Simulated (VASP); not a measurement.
# Ga2O3 (C2/m) in VASP: notebook, part 3 of 3

VASP 6.6.1. Earlier steps stand in the parts before.

### 6 Dielectric tensor, PBE

File INCAR:

```
ALGO = Normal
EDIFF = 1E-8
ENCUT = 400
GGA = PE
ISIF = 2
ISMEAR = 0
LASPH = T
LCHARG = F
LEPSILON = T
LREAL = F
LWAVE = F
NELM = 100
PREC = Accurate
SIGMA = 0.01
```

File KPOINTS:

```
k-points
0
Gamma
  4 4 2
```

File POSCAR:

```
Ga2O3
1.0
    6.1070000000     -1.5185500000      0.0000000000
    6.1070000000      1.5185500000      0.0000000000
   -1.3859888959      0.0000000000      5.6300087380
Ga O
4 6
Direct
    0.3413400000      0.3413400000      0.6859800000
    0.6586600000      0.6586600000      0.3140200000
    0.9095000000      0.9095000000      0.2054000000
    0.0905000000      0.0905000000      0.7946000000
    0.5041000000      0.5041000000      0.7434000000
    0.4959000000      0.4959000000      0.2566000000
    0.8267000000      0.8267000000      0.4368000000
    0.1733000000      0.1733000000      0.5632000000
    0.8355000000      0.8355000000      0.8902000000
    0.1645000000      0.1645000000      0.1098000000
```

Potentials or basis: VASP PAW PBE potentials, release 64 (Ga_d, O).

Launch:

```
cat potpaw_PBE.64/Ga_d/POTCAR potpaw_PBE.64/O/POTCAR > POTCAR
mpirun -np 1 vasp_std > vasp.out
```

OUTCAR:

```text
EDIFF = 1E-8
   ENCUT = 400
   GGA = PE
   ISIF = 2
   ISMEAR = 0
   LASPH = T
   LEPSILON = T
   LREAL = F
   NELM = 100
   PREC = Accurate

 Found     14 irreducible k-points:

 Following reciprocal coordinates:
            Coordinates               Weight
  0.000000  0.000000  0.000000      1.000000
  0.250000  0.000000  0.000000      4.000000
  0.500000  0.000000  0.000000      2.000000
  0.250000  0.250000  0.000000      2.000000
  0.500000  0.250000  0.000000      4.000000
 -0.250000  0.250000  0.000000      2.000000
   k-points           NKPTS =     14   k-points in BZ     NKDIM =     14   number of bands    NBANDS=     52
   number of dos      NEDOS =    301   number of ions     NIONS =     10
   total plane-waves  NPLWV =  70560
   dimension x,y,z NGX =    42 NGY =   42 NGZ =   40
   dimension x,y,z NGXF=    84 NGYF=   84 NGZF=   80
   ions per type =               4   6
   NGX,Y,Z   is equivalent  to a cutoff of  11.10, 11.10, 11.47 a.u.
   NGXF,Y,Z  is equivalent  to a cutoff of  22.19, 22.19, 22.94 a.u.
 SYSTEM =  unknown system
   PREC   = accura    normal or accurate (medium, high low for compatibility)
   ISTART =      0    job   : 0-new  1-cont  2-samecut
   ICHARG =      2    charge: 1-file 2-atom 10-const
   ISPIN  =      1    spin polarized calculation?
   LNONCOLLINEAR =      F non collinear calculations
   LSORBIT =      F    spin-orbit coupling
   LASPH  =      T    aspherical Exc in radial PAW
   ENCUT  =  400.0 eV  29.40 Ry    5.42 a.u.  10.26 10.26  9.46*2*pi/ulx,y,z
   NELM   =    100;   NELMIN=  2; NELMDL= -5     # of ELM steps
   EDIFF  = 0.1E-07   stopping-criterion for ELM
   LREAL  =      F    real-space projection
   EDIFFG = 0.1E-06   stopping-criterion for IOM
   NSW    =      0    number of steps for IOM
   IBRION =     -1    ionic relax: 0-MD 1-quasi-New 2-CG
   NFREE  =      0    steps in history (QN), initial steepest desc. (CG)
   ISIF   =      2    stress and relaxation
   ISYM   =      2    0-nonsym 1-usesym 2-fastsym
   POTIM  = 0.5000    time-step for ionic-motion
   TEBEG  =    0.0;   TEEND  =   0.0 temperature during run
   PSTRESS=    0.0 pullay stress
   NELECT =      88.0000    total number of electrons
   NUPDOWN=      -1.0000    fix difference up-down
[... 425 lines left out ...]

------------------------ aborting loop because EDIFF is reached ----------------------------------------

--------------------------------------- Ionic step        3  -------------------------------------------

 Free energy of the ion-electron system (eV)
  ---------------------------------------------------
  ---------------------------------------------------
  free energy    TOTEN  =        -1.07777944 eV

  energy without entropy =       -1.07777944

------------------------ aborting loop because EDIFF is reached ----------------------------------------

 PIEZOELECTRIC TENSOR FIELD DIRECTION 3  (e Angst)
 -----------------------------------------------------------------------------
     0.00555  0.00000  0.00848           (  0.00000  0.00000 -0.00003)
     0.00000 -0.00212  0.00000           (  0.00000 -0.00000  0.00000)
     0.00848  0.00000 -0.00444           ( -0.00003  0.00000 -0.00000)

 PIEZOELECTRIC TENSOR FIELD DIRECTION 3  (C/m^2)
 -----------------------------------------------------------------------------
     0.00085  0.00000  0.00130
     0.00000 -0.00032  0.00000
     0.00130  0.00000 -0.00068

 MACROSCOPIC STATIC DIELECTRIC TENSOR (including local field effects in DFT)
 ------------------------------------------------------
           4.073047     0.000000    -0.097292
           0.000000     4.271462     0.000000
          -0.097289     0.000000     4.490803
 ------------------------------------------------------

 PIEZOELECTRIC TENSOR (including local field effects)  for field in x, y, z        (e  Angst)
          XX          YY          ZZ          XY          YZ          ZX
  --------------------------------------------------------------------------------
  x     0.00000     0.00000     0.00000     0.00000     0.00000     0.00000
  y     0.00000     0.00000     0.00000     0.00000     0.00000     0.00000
  z     0.00000     0.00000     0.00000     0.00000     0.00000     0.00000

 PIEZOELECTRIC TENSOR (including local field effects)  for field in x, y, z        (C/m^2)
          XX          YY          ZZ          XY          YZ          ZX
  --------------------------------------------------------------------------------
  x     0.00000     0.00000     0.00000     0.00000     0.00000     0.00000
  y     0.00000     0.00000     0.00000     0.00000     0.00000     0.00000
  z     0.00000     0.00000     0.00000     0.00000     0.00000     0.00000

 BORN EFFECTIVE CHARGES (including local field effects) (in |e|, cummulative output)
 ---------------------------------------------------------------------------------
 ion    1
    1     3.21673     0.00000     0.31233
    2     0.00000     3.45847     0.00000
    3     0.16235     0.00000     3.17811
 ion    2
    1     3.21673     0.00000     0.31233
    2     0.00000     3.45847     0.00000
    3     0.16235     0.00000     3.17811
 ion    3
    1     2.73856     0.00000    -0.29174
    2     0.00000     2.91064     0.00000
    3    -0.17883     0.00000     3.10377
 ion    4
    1     2.73856     0.00000    -0.29174
    2     0.00000     2.91064     0.00000
    3    -0.17883     0.00000     3.10377
 ion    5
[... 8 lines left out ...]
    1    -2.23170     0.00000     0.22717
    2     0.00000    -1.96055     0.00000
    3     0.26878     0.00000    -2.36245
 ion    8
    1    -2.23170     0.00000     0.22717
    2     0.00000    -1.96055     0.00000
    3     0.26878     0.00000    -2.36245
 ion    9
    1    -1.45118     0.00000    -0.03268
    2     0.00000    -2.12403     0.00000
    3    -0.01882     0.00000    -2.56644
 ion   10
    1    -1.45118     0.00000    -0.03268
    2     0.00000    -2.12403     0.00000
    3    -0.01882     0.00000    -2.56644
```

It took 12 min on 1 thread of Intel Xeon Platinum 8488C (Sapphire Rapids), shared host; peak memory 0.36 GiB.

The run converged, but some of its settings lie outside the range that counts as converged, so its numbers aren't taken as properties of the crystal.

What came out:

| Quantity | Value |
| --- | --- |
| Band gap on the k mesh | 2.43 eV, indirect (least direct gap 2.44 eV) |
| Electronic dielectric tensor (diagonal) | 4.07, 4.27, 4.49 |
| Born charges (mean of the diagonal) | Ga +3.28, +2.92; O -1.97, -2.18, -2.05 e |

Caveat: the k mesh is coarse (spacing up to 0.56 Å⁻¹), so the values aren't converged; the cutoff is under 1.25 times the usual one of these potentials, so pressure, stress and relaxed cells hold a basis-set (Pulay) error.

### 7 For comparison

An earlier run on the cell as given: functional PBE; potentials or basis VASP PAW PBE potentials, release 64 (Ga_d, O); cutoff 520 eV; k mesh 9 × 9 × 5; occupations fermi-dirac, width 0.05 eV; no spin polarisation.

* Pressure: 10.2 GPa
* Largest force: 0.245 eV/Å
* Band gap on the k mesh: 2.42 eV, indirect (least direct gap 2.44 eV)
